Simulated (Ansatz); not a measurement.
## What DFT gives for GaP

```
Ga P
1.0
     0.00000    3.57452    0.00000
     3.57452    0.00000    0.00000
     1.78726    1.78726   -2.78189
Ga P
1 1
Direct
  0.00000 0.00000 0.00000
  0.42800 0.42800 0.14400
```

Level: PBE, no spin polarisation; 420 eV; 12×12×12 Γ-centred mesh; fermi-dirac occupations (width 0.1 eV); Ansatz 0.2.0, fixed geometry.

Forces: Nearly at rest: the largest force is 0.008 eV/Å.
Formation energy: -0.04 eV an atom against the elements' usual phases (free molecules for gases, crystals otherwise, with no correction for O₂ or N₂), too near zero to call. Relaxing would lower it.
Stress: The pressure is 0.6 GPa (compression positive), so with the atoms held at these fractions the cell would first expand. The principal stresses -1.7, -1.7, 5.2 GPa differ, so its shape would change too.
Charges: Bader charges in e: Ga +0.78, P -0.78. In the mean Ga gives up most and P takes most.
At the Fermi level: It is a metal, with about 0.93 states/eV a cell as the mean within 0.25 eV of the Fermi level, mostly P p (69 %) and Ga p (17 %).

Origin: a known structure type with other elements, at an estimated volume, so it need not be a known compound.
